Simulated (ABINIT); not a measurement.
Here is an ABINIT 10.8.3 (patched build) calculation.

File run.abi:

```
# Datasets: ground state, then fixed potential
ndtset 2

# Pseudopotentials
pp_dirpath "./"
pseudos "S.GGA_PBE-JTH.xml, Mg.GGA_PBE-JTH.xml"

# Structure
acell 3*1.0 Angstrom
rprim
     0.0000000000     2.6016500000     2.6016500000
     2.6016500000     0.0000000000     2.6016500000
     2.6016500000     2.6016500000     0.0000000000
ntypat 2
znucl 16 12
natom 2
typat 1 2
xcart
     2.6016500000     2.6016500000     2.6016500000
     0.0000000000     0.0000000000     0.0000000000 Angstrom

# Plane-wave basis
ecut 20.0
pawecutdg 40.0
pawxcdev 0

# Exchange and correlation
ixc -116133

# Bands and occupations
occopt 3
tsmear 0.05 eV

# SCF cycle
nstep 100

# Output
iomode 3
prtwf 0
prteig 0
prtebands 0
enunit 1
prtden1 1
prtvha1 1
prtvclmb1 1
prtpot1 1

# Dataset 1
kptopt1 1
ngkpt1 9 9 9
nshiftk1 1
shiftk1 0.0 0.0 0.0
nband1 12
tolvrs1 1.0e-9

# Dataset 2: bands along G-X-W-K-G-L-U-W-L-K
iscf2 -2
getden2 1
nband2 18
nbdbuf2 4
tolwfr2 1.0e-11
kptopt2 -9
ndivsm2 5
prteig2 1
prtvol2 -3
kptbounds2
     0.0000000000     0.0000000000     0.0000000000
     0.5000000000     0.0000000000     0.5000000000
     0.5000000000     0.2500000000     0.7500000000
     0.3750000000     0.3750000000     0.7500000000
     0.0000000000     0.0000000000     0.0000000000
     0.5000000000     0.5000000000     0.5000000000
     0.6250000000     0.2500000000     0.6250000000
     0.5000000000     0.2500000000     0.7500000000
     0.5000000000     0.5000000000     0.5000000000
     0.3750000000     0.3750000000     0.7500000000
```

Potentials or basis: JTH PAW PBE v2.0.

Launch:

```console
$ abinit run.abi > log 2>&1
```

Question: Predict the band gap along the path.

Answer: 2.70 eV, indirect (least direct gap 3.59 eV).

Question: Estimate the pressure.

Answer: -1.0 GPa.

Levels at the corners of the path, in eV from the valence-band top:
```csv
point,band 5,band 6,band 7,band 8,band 9,band 10,band 11,band 12
Γ,-12.68,0.00,0.00,0.00,3.59,7.81,7.81,7.81
X,-10.98,-4.25,-1.70,-1.70,2.70,4.23,11.88,12.65
W,-10.93,-3.28,-3.28,-2.39,5.20,7.81,7.81,7.96
K,-10.98,-3.75,-3.23,-1.38,3.81,6.58,9.60,9.95
Γ,-12.68,0.00,0.00,0.00,3.59,7.81,7.81,7.81
L,-11.35,-4.89,-0.60,-0.60,4.39,6.80,6.80,10.10
U,-10.98,-3.75,-3.23,-1.38,3.81,6.58,9.60,9.95
W,-10.93,-3.28,-3.28,-2.39,5.20,7.81,7.81,7.96
L,-11.35,-4.89,-0.60,-0.60,4.39,6.80,6.80,10.10
K,-10.98,-3.75,-3.23,-1.38,3.81,6.58,9.60,9.95
```

Caveat: the PAW data sets were made with another functional, which shifts forces and pressure a little; the mesh misses the band edges, which the band path finds closer together. PBEsol gaps usually lie below the measured ones, often by a third to a half.
